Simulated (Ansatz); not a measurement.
# An elastic constant from a strain scan in Cu

All numbers below come from Ansatz 0.2.0, DFT PBE, scalar-relativistic, plane waves, PAW. Cutoff 420 eV, Γ-centred 28×28×28 k-points, Gaussian smearing of 0.15 eV. No spin polarisation. Energies are free energies at this smearing, counted from the undisturbed cell; pressure is positive in compression.

The undisturbed cell (relaxed at this level):

```xyz
1
Lattice="0.0000 1.8149 1.8149 1.8149 0.0000 1.8149 1.8149 1.8149 0.0000" Properties=species:S:1:pos:R:3 pbc="T T T"
Cu    0.0000    0.0000    0.0000
```

The cell is strained by ε times the Voigt pattern (0, 0, 0, 0, 0, 1) (xx, yy, zz, yz, xz, xy; engineering shear) with fractional coordinates fixed. The cell holds 1 atom in V0 = 11.96 Å³. The stress column is τ = (1/V0) dE/dε, got from the stress tensor σ (compression positive) at each point as −det(1 + εP) σ : P(1 + εP)⁻¹, with P the pattern as a tensor.

```
      ε  ΔE (meV/atom)  τ (GPa)
-0.0175          0.957   -1.461
-0.0150          0.703   -1.255
-0.0125          0.489   -1.048
-0.0100          0.312   -0.840
-0.0050          0.077   -0.421
 0.0000          0.000    0.000
 0.0050          0.077    0.421
 0.0100          0.312    0.840
 0.0125          0.489    1.048
 0.0150          0.703    1.255
 0.0175          0.957    1.461
 0.0200              ?        ?
```

Problem. Which combination of elastic constants does this scan measure, and how large is it?

Solution. For small ε, τ = τ0 + Kε with K = pᵀCp, which for this pattern is C44 in the cubic axes. The parabola through τ at ε = -0.0050, 0 and 0.0050 has slope K = 84 GPa at zero. The energies per cell, E = NΔE, of the wider pair ε = ±0.0175 give K = 2[E(ε₊)/ε₊ − E(ε₋)/ε₋]/[(ε₊ − ε₋)V0] = 84 GPa, in agreement.

Problem. Predict the withheld row at ε = 0.0200 from the harmonic law, and compare.

Solution. ΔE = V0(τ0 ε + Kε²/2)/N = 1.257 meV/atom and τ = 1.68 GPa. The calculation gives 1.248 meV/atom and 1.67 GPa, a miss of 0.01 meV/atom at most, so the harmonic law still holds here.

In a metal these slopes depend on the k mesh and the smearing.

Cost: 7 runs of about 8.5 core-minutes in all, on Intel Xeon Processor @ 2.50GHz (Skylake/Cascade Lake) (shared hosts).